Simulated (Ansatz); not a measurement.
Runs of Ansatz 0.2.0 on Pt. The structure is hexagonal, space group P6_3/mmc (No. 194). The conventional cell has a = 2.761 Å, b = 2.761 Å, c = 4.792 Å, α = 90.00°, β = 90.00°, γ = 120.00°. Around Pt (site symmetry -6m2) lie 12 Pt at 2.76 to 2.88 Å. This isn't the form of Pt at room conditions, which is fcc.

```csv
level,k mesh,cutoff (eV),mesh quality,V0 of scaled cells (Å³/atom),B0 (GPa)
PBEsol,11 × 11 × 6,420,not flagged,(c),281
PBE0,6 × 6 × 4,420,coarse,15.19,278
HSE06,6 × 6 × 4,420,coarse,(a),274
r2SCAN,11 × 11 × 6,500,not flagged,(b),266
```

Alike in all rows: task equation of state; potentials or basis Ansatz PAW; no spin polarisation; cell as given; smearing fermi-dirac 0.05 eV.

**Question.** Estimate the missing entries.

**Answer.** (a) 15.20; (b) 15.42; (c) 15.16.

Caveats: some runs use coarse meshes; the cell was scaled at fixed shape and fractional positions, which overstates the stiffness of a crystal with free parameters, most of all of layers and chains; the PAW data sets come from PBE, with cores solved anew for the run's functional, which leaves a small shift of forces and pressure.

Not every run made on this cell is shown here.
